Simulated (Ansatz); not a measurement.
An Ansatz input:

```yaml
crystal:
  lattice:
    - [0.0, 1.8409141497, 1.8409141497]
    - [1.8409141497, 0.0, 1.8409141497]
    - [1.8409141497, 1.8409141497, 0.0]
  atoms:
    - { symbol: Ru, position: [0.0, 0.0, 0.0], spin: 1.0 }
hamiltonian:
  xc: mr2scan
  pseudopotentials:
    kind: paw
    azcp:
      Ru: "pseudopotentials/Ru.paw.azcp"
basis:
  ecutwfc: 500
  fft_grid_basis: typed
kpoints:
  mp_grid: { grid: [16, 16, 16], shift: [0, 0, 0] }
magnetization:
  spin_polarized: true
scf:
  occupations: { method: fermi_dirac, width: 0.05 }
  lower_state_search: "off"
output:
  stress: true
  write_density: true
  write_potential: true
  elf: true
  volumetric_format: npy
```

Terminal output

```
Engine: ansatz 0.2.0, x86_64-unknown-linux-gnu
Pseudopotentials: kind: paw
Pseudopotential: Ru, paw, valence charge 16, recommended cutoff 500 eV (meta_gga) 
Functional definition: m-r2SCAN
  exchange = m_r2scan_x
  correlation = m_r2scan_c
Crystal: 1 atoms, lattice volume = 12.478 Å³
Basis set: ecut = 500 eV, 331 PW (Γ), exchange–correlation on 80×80×80 points (64 copies of the dense FFT grid, shifted against one another)
Bands: 13, of which v1, the nominal top of the filled ones, is band 8 counted from 1 (7 counted from 0)
Symmetry: 48 space group operations
Space group: Fm-3m (ITA 225), of the structure as read, at distance tolerance 2.3e-5 Å
Magnetic group: BNS 225.116 (UNI 1618), of the structure as read, at distance tolerance 2.3e-5 Å
k-points: 145 of 4096
Non-local potential: Ru, projectors of the file, l = 0: 3, l = 1: 2, l = 2: 2, l = 3: 1
PAW form: soft (Blöchl's): semilocal exchange-correlation on the pseudo side does not see the compensation charge
PAW frozen core: Ru, regenerated for the run's functional (the file was generated under x = pbe(κ = 0.804, μ = 0.2195149727645171), c = pbe(β = 0.06672455060314922))
PAW one-centre angular grid: Ru, 590 points (default); XC on 160 Gauss nodes
Initial density: superposition of atomic densities (chi_scale 0.1, normalization cell)
Starting moments: Σ|m| = 1 μB on 1 of 1 site
Initial wavefunctions: pseudopotential atomic-orbital guess
Functional: x = mr2scan, c = mr2scan; τ floored in thin density (d = 2e-4 eV/Å³)
SCF iter   1: F=-5889.923590 eV  HF=-5890.740541 eV  |F-HF|=8.17e-1  |Δ(HF+E_count)|=         —  Δρ=1.04e-1 (↑1.04e-1 ↓3.61e-2)  dr2=1.47e0  dr2_τ=3.47e-2  dr2_m=3.28e-1  M=0.292 μB ∫|m|=0.292 μB  β_m=0.30  ethr=3.10e-3  ⟨swp⟩=5.9  Hψ=22293  notcnv=0
SCF iter   2: F=-5890.393934 eV  HF=-5890.371525 eV  |F-HF|=2.24e-2  |Δ(HF+E_count)|=   3.69e-1  Δρ=5.61e-2 (↑5.61e-2 ↓2.97e-2)  dr2=2.19e-1  dr2_τ=9.27e-3  dr2_m=1.70e-1  M=0.274 μB ∫|m|=0.274 μB  β_m=0.30  ethr=3.10e-3  ⟨swp⟩=2.9  Hψ=10212  notcnv=0  defer=171  κ⁻¹=1.0e0(r=1)
SCF iter   3: F=-5890.461422 eV  HF=-5890.408733 eV  |F-HF|=5.27e-2  |Δ(HF+E_count)|=   3.72e-2  Δρ=3.10e-2 (↑3.10e-2 ↓3.09e-2)  dr2=1.29e-2  dr2_τ=3.30e-3  dr2_m=1.01e-1  M=0.228 μB ∫|m|=0.228 μB  β_m=0.30  ethr=1.37e-3  ⟨swp⟩=2.5  Hψ=7601  notcnv=0  defer=171  κ⁻¹=1.6e-3(r=2)
SCF iter   4: F=-5890.466067 eV  HF=-5890.442822 eV  |F-HF|=2.32e-2  |Δ(HF+E_count)|=   3.41e-2  Δρ=2.61e-2 (↑2.06e-2 ↓2.61e-2)  dr2=5.80e-3  dr2_τ=9.99e-4  dr2_m=6.19e-2  M=0.188 μB ∫|m|=0.188 μB  β_m=0.30  ethr=8.04e-5  ⟨swp⟩=2.3  Hψ=8149  notcnv=0  defer=171  κ⁻¹=9.1e-5(r=3)
SCF iter   5: F=-5890.472437 eV  HF=-5890.455158 eV  |F-HF|=1.73e-2  |Δ(HF+E_count)|=   1.23e-2  Δρ=1.86e-2 (↑1.86e-2 ↓1.85e-2)  dr2=4.22e-5  dr2_τ=6.22e-4  dr2_m=3.92e-2  M=0.155 μB ∫|m|=0.155 μB  β_m=0.30  ethr=3.62e-5  ⟨swp⟩=2.5  Hψ=7967  notcnv=0  defer=171  κ⁻¹=7.7e-6(r=4)
SCF iter   6: F=-5890.475059 eV  HF=-5890.464093 eV  |F-HF|=1.10e-2  |Δ(HF+E_count)|=   8.94e-3  Δρ=1.48e-2 (↑1.48e-2 ↓1.47e-2)  dr2=1.10e-4  dr2_τ=3.53e-4  dr2_m=2.47e-2  M=0.128 μB ∫|m|=0.128 μB  β_m=0.30  ethr=2.64e-7  ⟨swp⟩=2.1  Hψ=5842  notcnv=0  defer=171  κ⁻¹=1.3e-6(r=5)
SCF iter   7: F=-5890.476843 eV  HF=-5890.469832 eV  |F-HF|=7.01e-3  |Δ(HF+E_count)|=   5.74e-3  Δρ=1.20e-2 (↑1.15e-2 ↓1.20e-2)  dr2=5.57e-5  dr2_τ=2.20e-4  dr2_m=1.57e-2  M=0.106 μB ∫|m|=0.106 μB  β_m=0.30  ethr=2.64e-7  ⟨swp⟩=2.0  Hψ=5683  notcnv=0  defer=171  κ⁻¹=2.6e-8(r=6)
SCF iter   8: F=-5890.478055 eV  HF=-5890.473480 eV  |F-HF|=4.58e-3  |Δ(HF+E_count)|=   3.65e-3  Δρ=9.46e-3 (↑9.37e-3 ↓9.46e-3)  dr2=2.93e-5  dr2_τ=1.38e-4  dr2_m=1.01e-2  M=0.088 μB ∫|m|=0.088 μB  β_m=0.49  ethr=2.64e-7  ⟨swp⟩=2.0  Hψ=5338  notcnv=0  defer=171
...
WARN: the starting moments were not kept: the SCF closed with an absolute magnetisation of 9.9e-6 μB, where they sum to 1 μB in size (1 site). That is at most 0.1 of that sum. Measured as dr2_m measures the in/out step, that magnetisation stands 6.7e-11 eV from none, at or under the dr2_threshold of 1.0e-7 eV: it is no larger than a step whose dr2_m would equal this threshold. The system may hold no moment; this SCF shows only that its start led to no more than that. To try another start: raise the starting moments (crystal.atoms[].spin, magnetization.per_species, magnetization.initial_magnetization, or on a non-collinear deck that types none of these the spinor_matrix: blocks that start its atoms; where the total moment is fixed, keep their sum and leave initial_magnetization as it is; typed ones take the place of any that the run laid by itself, positive ones on a crystal's lanthanoids without a Hubbard term where scf.initial_density.shell_occupations: [] is typed) or, if the notice of its spin-set hold's release reads "site moments contracting" or "site moments show no strong build", lengthen the hold (scf.mixing.spin_hold: { on: { confirm: 4 } }; for m-r²SCAN on two components see the key's manual first). Each may lead to a state that holds a moment. A second SCF, from the converged charge density, with the starting moments and any scf.initial_density.shell_occupations laid on it anew, would have followed, and was not run: the deck does not ask for one (magnetization.retry_lost_moments is false, the default). To let it run, set magnetization.retry_lost_moments: true and run the deck again, where that key's refused combinations let it; where memory then withholds it, that run's warning says so.
SCF 1 converged in 17 iterations: F = -5890.480600 eV  dr2 = 5.20e-12
this state was not tested for a lower state beside it, because the mixer in use, unlike msr1, does not test its closes by its own steps (another_mixer; see scf.mixing.algorithm and scf.lower_state_search)
SCF converged after 17 iterations
Magnetization: -0.0000 μB (8.0000 up, 8.0000 down)
Absolute magnetization: 0.0000 μB (∫|ρ↑−ρ↓|, with the PAW one-centre terms)
Spin contamination: 0.0000 ħ² per cell (⟨S²⟩ above its minimum at these occupations)
Per-site moments (μB) at R_I (Å): [(-9.281138658446385e-6, 1.073921375038988)]
Free energy (F): -5890.480600 eV
Harris-Foulkes:  -5890.480600 eV  (|F-HF|=2.17e-9)
Internal energy: -5890.472637 eV  (E = F + TS)
E sigma→0 (E₀):  -5890.476619 eV
Entropy (-TS):   -0.007963 eV (-7.963 meV/atom)
Fermi energy:    25.875887 eV
--- Per-component energies (eV) ---
  E_band       = -32.342332
  E_kinetic    = 518.353938
  E_local      = -1168.611009  (includes V_loc(G=0)·N_el)
  E_nonlocal   = 343.534006
  E_hartree    = 376.722252
  E_xc         = -185.639363
  E_vxc        = -269.017372  (∫ρ·V_xc dr)
  E_paw        = -3479.300543  (= ΣΔE_a)
  E_vpaw       = -228.950125  (= ΣTr[D̂ρ^β])
  E_aug_tail   = 0.000061  (compensation charges beyond the density's cutoff)
  E_vtau       = 18.903676  (kinetic-family band-sum trace: ∫τ·v_τ [+ j·A + Jᵃ·Aᵃ] dr)
  E_ewald      = -2295.221024
  E_core_change = -0.310956  (= ΣΔE_core)
  E_smearing   = -0.007963  (= −TS)
  E_closure    = 0.000000  (closes the sum)
  Σ components = -5890.480600   (vs F -5890.480600, Δ=0.00e0)
--- Stress (GPa, compression-positive) ---
       33.546335      -0.000000      -0.000000
       -0.000000      33.546335       0.000000
       -0.000000       0.000000      33.546335
  P = ⅓ Tr σ = 33.5463 GPa (335.463 kbar)
--- Band table (eV; the first three rows and the last of 290) ---
  k-point 0 ↑: bands = ["-49.5855", "-17.9383", "-17.9383", "-17.9383", "17.1200", "22.7897", "22.7897", "22.7897", "25.6720", "25.6720", "41.1371", "47.5583", "47.5583"]
  k-point 1 ↑: bands = ["-49.5751", "-17.9988", "-17.9459", "-17.9459", "17.3104", "22.6838", "22.8721", "22.8721", "25.6159", "25.6159", "41.4669", "46.7654", "47.8712"]
  k-point 2 ↑: bands = ["-49.5453", "-18.1695", "-17.9676", "-17.9676", "17.8396", "22.4385", "23.0769", "23.0769", "25.5057", "25.5057", "42.3438", "45.1953", "48.7778"]
  k-point 144 ↓: bands = ["-49.2135", "-18.9223", "-18.9223", "-18.5007", "20.0334", "21.8044", "21.8044", "25.2137", "28.5371", "37.7132", "37.7132", "39.5489", "41.2323"]
```

Command:

```sh
ansatz run input.yaml --threads 2 --pin off --max-ram 6144MiB --backend cpu --events-out ev --progress --plain --runs-dir out
```

On 2 threads of Intel(R) Xeon(R) 6975P-C (Granite Rapids) (shared host) this took about 3.8 s of wall time and 6.8 s of CPU time, with 0.36 GiB at the peak.
